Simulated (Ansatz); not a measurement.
# CsPbCl3 (model cell, started as cubic perovskite with Pb in the octahedra): a soft mode frozen in, part 3 of 3

Which phase does CsPbCl3 (model cell, started as cubic perovskite with Pb in the octahedra) fall into along its unstable mode, and how much energy does it gain?

Ansatz 0.2.0; DFT PBEsol, scalar-relativistic, plane waves, PAW; PAW set soft_1.

So far. Step 5 (Energy along the mode, all amplitudes (two of the runs …): The lowest of the steps tried is at 0.45 Å, 10.2 meV/atom below the parent; the bottom of the well need not coincide with a step. Step 7 (The new phase in its own primitive cell): The largest force component left is 0.39 meV/Å and the pressure is -0.003 GPa, within the tolerances set. The cell now holds 34.62 Å³/atom. The relaxed cell has a = 7.982, c = 18.826 Å (conventional setting).

## 8. Modes of the new phase, k-mesh 6×6×6

A relaxed structure may still be a saddle point, so its zone-centre modes are computed. The response to a homogeneous field gives the Born charges and the dielectric tensor.

The input, input.yaml:

```yaml
crystal:
  lattice:
    - [3.9908040131, 2.3040917712, 6.2753791415]
    - [-3.9908040131, 2.3040917712, 6.2753791415]
    - [0.0, -4.6081835425, 6.2753791415]
  atoms:
    - { symbol: Cs, position: [0.75, 0.75, 0.75] }
    - { symbol: Cs, position: [0.25, 0.25, 0.25] }
    - { symbol: Pb, position: [0.5, 0.5, 0.5] }
    - { symbol: Pb, position: [0.0, 0.0, 0.0] }
    - { symbol: Cl, position: [0.1842289793, 0.75, 0.3157710207] }
    - { symbol: Cl, position: [0.8157710207, 0.25, 0.6842289793] }
    - { symbol: Cl, position: [0.3157710207, 0.1842289793, 0.75] }
    - { symbol: Cl, position: [0.6842289793, 0.8157710207, 0.25] }
    - { symbol: Cl, position: [0.25, 0.6842289793, 0.8157710207] }
    - { symbol: Cl, position: [0.75, 0.3157710207, 0.1842289793] }
kpoints:
  mp_grid: { grid: [6, 6, 6] }
hamiltonian:
  xc: pbesol
  pseudopotentials: { kind: paw, azcp: { folder: soft_1 }, xc_functional: pbe }
scf:
  occupations: { method: fixed }
output:
  eigenvalues: true
phonons:
  method: dfpt
  dielectric: true
  rigid_motions: translations
```

Started as:

```sh
$ ansatz run input.yaml --threads 4 --pin off --max-ram 16384MiB --backend cpu --events-out ev --progress --plain --runs-dir out
```

Numbers of over 12 decimals in the logs are rounded to 6 here.

The program printed:

```text
[...]
Crystal: 10 atoms, lattice volume = 346.219 Å³
Basis set: ecut = 420 eV, 6735 PW (Γ), exchange–correlation on 108×108×108 points (8 copies of the dense FFT grid, shifted against one another)
Bands: 54, of which v1, the nominal top of the filled ones, is band 44 counted from 1 (43 counted from 0)
Symmetry: 12 space group operations
k-points: 112 of 216 (irreducible under 1 space group operation, time reversal used)
[...]
SCF iter   1: F=—  HF=-41068.538836 eV  |F-HF|=—  |Δ(HF+E_count)|=         —  Δρ=2.50e-2  dr2=5.11e0  ethr=3.10e-3  ⟨swp⟩=6.1  Hψ=23336  notcnv=0  defer=788
[...]
SCF iter  10: F=-41066.088564 eV  HF=-41066.088564 eV  |F-HF|=1.09e-10  |Δ(HF+E_count)|=   1.34e-9  Δρ=1.21e-7  dr2=6.53e-11  ethr=1.00e-12  ⟨swp⟩=19.6  Hψ=56445  notcnv=0
SCF 1 converged in 10 iterations: F = -41066.088564 eV  dr2 = 6.53e-11
[...]
NSCF: frozen V_eff on 6 k-points
DFPT response loops at Γ: preconditioner auto → Resta (q_TF=auto, 2.171 Å⁻¹)  ε∞=5.3 (no band partly filled); β = 1.00, the filter's whole step (`scf.mixing.beta` (0.50) is not read by the response loops at its default; to damp them type it under 1.00, their step now; it binds the ground state too); Broyden in place of MSR1
── the response to a field inside a basis, on 6×6×6 k-points: an SCF that follows is theirs, and a resumed run solves both again ──
Bands: 45, of which v1, the nominal top of the filled ones, is band 44 counted from 1 (43 counted from 0)
k-points: 28 of 216
[...]
Eigensolver: Dense (28 Hₖ)
SCF iter   1: F=—  HF=-41065.710265 eV  |F-HF|=—  |Δ(HF+E_count)|=         —  Δρ=4.18e-4  dr2=2.31e-4  ethr=1.00e-1
[...]
SCF iter   5: F=-41065.710407 eV  HF=-41065.710407 eV  |F-HF|=6.82e-9  |Δ(HF+E_count)|=   5.11e-7  Δρ=1.03e-6  dr2=7.78e-9  ethr=3.74e-10
SCF 1 converged in 5 iterations: F = -41065.710407 eV  dr2 = 7.78e-9
[...]
SCF converged after 10 iterations
Free energy (F): -41066.088564 eV
[...]
Internal energy: -41066.088564 eV  (E = F + TS)
E sigma→0 (E₀):  -41066.088564 eV
Fermi energy:    3.778224 eV
[...]
--- Band table (eV; the first three rows and the last of 112) ---
  k-point 0: bands = [... 40 lower, 1.8326, 1.8326, 1.9077, 3.7782, 5.8969, 6.0329, 6.0329, 7.6612, ... 6 higher]
  k-point 1: bands = [... 40 lower, 1.8063, 1.8182, 1.9221, 3.4166, 6.1296, 6.2868, 6.3896, 7.8539, ... 6 higher]
  k-point 2: bands = [... 40 lower, 1.7499, 1.7864, 1.9459, 2.7147, 6.7249, 6.9368, 7.1315, 8.1362, ... 6 higher]
  k-point 111: bands = [... 40 lower, 1.5999, 1.5999, 2.2216, 2.2216, 7.6777, 7.6777, 7.8554, 7.8554, ... 6 higher]
--- Phonons (Γ-DFPT): 6 representative perturbations + reference, on 112 of 216 k-points (Σ response iterations 20) ---
  k mesh reduced under 1 symmetry operation, with k and −k counted as one. Each operation leaves every solved perturbation unchanged. A smaller set is not considered because the run solves the response to a homogeneous field
  ASR residual: 5.381e-5 → 0.000e0 eV/Å²; symmetrization residual: 2.600e-5 eV/Å²
  ASR residual per site (eV/Å²): 5.38e-5 5.38e-5 1.21e-5 1.21e-5 5.34e-5 5.34e-5 5.34e-5 5.34e-5 5.34e-5 5.34e-5
  Γ frequencies (cm⁻¹): -24.42 -24.42 -18.14 0.00 0.00 0.00 15.27 20.27 20.27 47.49 49.36 49.36 50.05 50.05 74.96 76.43 76.43 76.99 77.87 100.27 102.29 102.29 104.05 104.05 115.49 120.14 120.14 203.79 203.79 248.58
  ε∞ (high-frequency dielectric tensor):
        3.956527    -0.000000     0.000000
       -0.000000     3.956527     0.000000
        0.000000     0.000000     3.821582
  softest optical mode at Γ: -24.42 cm⁻¹; the repairs (sum rule, projections) moved no ω² at Γ by more than (2.58 cm⁻¹)²
  Born effective charges Z* (e; rows j = field, columns β = displacement):
    site 0:
         1.33681    0.00000   -0.00000
         0.00000    1.33681    0.00000
         0.00000    0.00000    1.25257
    site 1:
         1.33681    0.00000   -0.00000
         0.00000    1.33681    0.00000
         0.00000    0.00000    1.25257
    site 2:
         3.92147    0.42275    0.00000
        -0.42275    3.92147    0.00000
        -0.00000    0.00000    3.57069
    site 3:
         3.92147   -0.42275   -0.00000
         0.42275    3.92147    0.00000
         0.00000    0.00000    3.57069
    site 4:
        -2.22053    0.81020   -1.10519
         0.81020   -1.28499    0.63808
        -1.17409    0.67786   -1.60775
    site 5:
        -2.22053    0.81020   -1.10519
         0.81020   -1.28499    0.63808
        -1.17409    0.67786   -1.60775
    site 6:
        -0.81722   -0.00000   -0.00000
        -0.00000   -2.68830   -1.27616
         0.00000   -1.35572   -1.60775
    site 7:
        -0.81722   -0.00000   -0.00000
        -0.00000   -2.68830   -1.27616
         0.00000   -1.35572   -1.60775
    site 8:
        -2.22053   -0.81020    1.10519
        -0.81020   -1.28499    0.63808
         1.17409    0.67786   -1.60775
    site 9:
        -2.22053   -0.81020    1.10519
        -0.81020   -1.28499    0.63808
         1.17409    0.67786   -1.60775
  Z* charge neutrality: 3.259e-2 e pre-enforcement
  solved inside a basis spanned on kpoints, on 6×6×6 k-points, its susceptibility summed on 10×10×10: ε∞ is read to err by 9.8e-3, Z* by 2.1e-2 e (field_mesh: kpoints solves on kpoints); Z* is corrected for what the basis lacks
  optical modes at Γ without the LO–TO term, one row a degenerate level:
      ω (cm⁻¹)  modes    IR ((D/Å)²/amu)
        -24.42      2             0.0000
        -18.14      1             1.0101
         15.27      1             0.0000
         20.27      2             1.7742
         47.49      1             0.0056
         49.36      2             0.8164
         50.05      2             0.0000
[...]
optical modes at Γ + LO–TO along q̂ = [1.0000, 0.0000, 0.0000]:
      ω (cm⁻¹)  modes    IR ((D/Å)²/amu)
[...]
optical modes at Γ + LO–TO along q̂ = [0.0000, 1.0000, 0.0000]:
      ω (cm⁻¹)  modes    IR ((D/Å)²/amu)
[...]
optical modes at Γ + LO–TO along q̂ = [0.0000, 0.0000, 1.0000]:
      ω (cm⁻¹)  modes    IR ((D/Å)²/amu)
[...]
50.05      2             0.0000
         74.96      1             0.0000
         76.43      2             4.8520
         76.99      1             0.0000
         77.87      1             0.0000
        100.27      1             0.0000
        102.29      2             0.4809
        104.05      2             0.0000
        120.14      2            37.4329
        203.79      2             0.0000
        214.83      1            20.5687
        248.58      1             0.0000
```

The job ended after 14 min (4 threads of Intel Xeon Platinum 8375C at 2.90GHz (Ice Lake), shared host; peak memory 8 GiB).

This step gave:

| Item | Value |
| --- | --- |
| sum-rule residual before enforcement | 5.38e-5 eV/Å² |
| miss of the charge sum rule | 0.03259 e |
| estimated error of the dielectric tensor | 0.009752 |
| estimated error of the Born charges | 0.02097 e |
| point group | -3m |
| highest optical mode at the zone centre (no LO-TO term) | 248.6 cm⁻¹ |
| lowest optical zone-centre mode | -24.42 cm⁻¹ |
| mean high-frequency dielectric constant | 3.912 |
| largest Born charge (third of the trace) | 3.805 e |
| top of the zone-centre spectrum with the field | 248.6 cm⁻¹ |

Without the LO-TO term. Patterns of degenerate modes are one choice out of their space. Modes at Γ, with each element's share of the kinetic energy (negative means imaginary):

```tsv
mode	frequency (cm⁻¹)	symmetry	Cs %	Pb %	Cl %
1	-24.4	Eg	15	0	85
2	-24.4	Eg	15	0	85
3	-18.1	A2u	52	3	45
4	0.0	acoustic	30	46	24
5	0.0	acoustic	30	46	24
6	0.0	acoustic	30	46	24
7	15.3	A2g	96	0	4
8	20.3	Eu	23	4	73
9	20.3	Eu	23	4	73
10	47.5	A2u	18	34	48
11	49.4	Eu	33	38	29
12	49.4	Eu	33	38	29
13	50.0	Eg	84	0	16
14	50.0	Eg	84	0	16
15	75.0	A1g	0	0	100
16	76.4	Eu	14	33	53
17	76.4	Eu	14	33	53
18	77.0	A1u	0	42	58
19	77.9	A2g	4	0	96
20	100.3	A1u	0	58	42
21	102.3	Eu	1	67	33
22	102.3	Eu	1	67	33
23	104.0	Eg	1	0	99
24	104.0	Eg	1	0	99
25	115.5	A2u	0	17	83
26	120.1	Eu	0	11	89
27	120.1	Eu	0	11	89
28	203.8	Eg	0	0	100
29	203.8	Eg	0	0	100
30	248.6	A2g	0	0	100
```

Displacements in mode 1 (-24.4 cm⁻¹), the largest set to 1:
```
Cs1 -0.36  0.04  0.00
Cs2  0.36 -0.04  0.00
Pb3  0.00  0.00  0.00
Pb4  0.00  0.00  0.00
Cl5 -0.69  0.18  1.00
Cl6  0.69 -0.18 -1.00
Cl7 -0.48  0.09 -0.12
Cl8  0.48 -0.09  0.12
Cl9  0.67  0.05  0.88
Cl10-0.67 -0.05 -0.88
```

Displacements in mode 29 (203.8 cm⁻¹), the largest set to 1:
```
Cs1  0.00  0.00  0.00
Cs2  0.00  0.00  0.00
Pb3  0.00  0.00  0.00
Pb4  0.00  0.00  0.00
Cl5 -0.96  0.54 -0.77
Cl6  0.96 -0.54  0.77
Cl7 -0.03 -0.04 -0.03
Cl8  0.03  0.04  0.03
Cl9  1.00  0.56 -0.80
Cl10-1.00 -0.56  0.80
```

Optical modes at the zone centre, without and with the macroscopic field of the longitudinal modes; each column is sorted by frequency, so a row need not hold one and the same mode. Modes with and without the field, by row:

```tsv
rank among optical modes	no field (cm⁻¹)	q along (1, 0, 0) (cm⁻¹)	q along (0, 0, 1) (cm⁻¹)
1	-24.4	-24.4	-24.4
2	-24.4	-24.4	-24.4
3	-18.1	-18.1	12.2
4	15.3	15.3	15.3
5	20.3	20.3	20.3
6	20.3	27.1	20.3
7	47.5	47.5	47.5
8	49.4	49.4	49.4
9	49.4	50	49.4
10	50	50	50
11	50	50.9	50
12	75	75	75
13	76.4	76.4	76.4
14	76.4	77	76.4
15	77	77.9	77
16	77.9	81.8	77.9
17	100.3	100.3	100.3
18	102.3	102.3	102.3
19	102.3	102.5	102.3
20	104	104	104
21	104	104	104
22	115.5	115.5	120.1
23	120.1	120.1	120.1
24	120.1	203.8	203.8
25	203.8	203.8	203.8
26	203.8	219.9	214.8
27	248.6	248.6	248.6
```

Born charge (rows field, columns displacement) (e), principal values of the symmetric part by kind of site:

```tsv
atom	atoms with these values	low	middle	high	mean
Cs1	2	1.25	1.34	1.34	1.31
Pb3	2	3.57	3.92	3.92	3.80
Cl5	6	-3.57	-0.82	-0.73	-1.70
```

In full for Cs1:

```
1.34 0.00 0.00
0.00 1.34 0.00
0.00 0.00 1.25
```

High-frequency dielectric tensor:

```
3.96 0.00 0.00
0.00 3.96 0.00
0.00 0.00 3.82
```

Transverse modes; imaginary modes are left out. Lines of the infrared spectrum (strongest = 100):

```tsv
position (cm⁻¹)	relative intensity
15	0.0
20	4.7
48	0.0
49	2.2
50	0.0
75	0.0
76	13
77	0.0
78	0.0
100	0.0
102	1.3
104	0.0
116	52
120	100
204	0.0
249	0.0
```

Before it was imposed, the acoustic sum rule was missed by 5.4e-5 eV/Å² and the charge sum rule by 0.033 e. The charge miss is large and points to the mesh or the basis. The lowest optical mode is imaginary, 24.4i cm⁻¹, so the energy falls along it.

## 9. What came out

```json
{
 "unstable mode of the parent": "q = (-0.5, -0.5, -0.5), 48i cm⁻¹",
 "depth at the lowest point sampled": "10.2 meV/atom",
 "largest atomic shift at that point": "0.45 Å",
 "space group reached (within 0.01 Å)": "R-3c",
 "energy gained over the parent (first relaxation, on the mesh of the frozen mode)": "12.4 meV/atom",
 "volume per atom, phase reached": "34.6 Å³",
 "gap on the k-mesh, phase reached": "2.12 eV",
 "lowest optical zone-centre mode, phase reached": "-24.4 cm⁻¹",
 "highest optical mode at the zone centre (no LO-TO term), phase reached": "249 cm⁻¹"
}
```

**Reading.** Along this mode the structure falls into R-3c, 12.4 meV/atom below the parent. At the parent's cell the well is 10.17 meV/atom deep on the steps tried, with its lowest point at a shift of 0.45 Å. Relaxing atoms and cell changes the gain by +2.23 meV/atom against the lowest step (energies at zero smearing). The new phase still has an imaginary mode at the zone centre of its cell, so it is a saddle point on the way to a lower structure. Of the 4 patterns followed to their end from this parent, this one ends 2.12 meV/atom above the lowest, I4/mcm. Each path keeps the symmetry of its pattern, so a lower phase may lie along a pattern not tried. Spin-orbit coupling is left out, which can matter for the heavy elements here. The PAW files were made for PBE and serve the other functionals too. The starting cell was built on a prototype and not taken from a measurement, so the phase need not exist.

[Logs are printed without paths, hosts, clocks, repeated set-up lines and the standing remarks that a program may print on its own settings, such as how far it seeks lower states.]

[Hosts, paths, dates, database ids (printed as entryN), source tags and the programs' standing remarks are cut or masked in the printed files.]
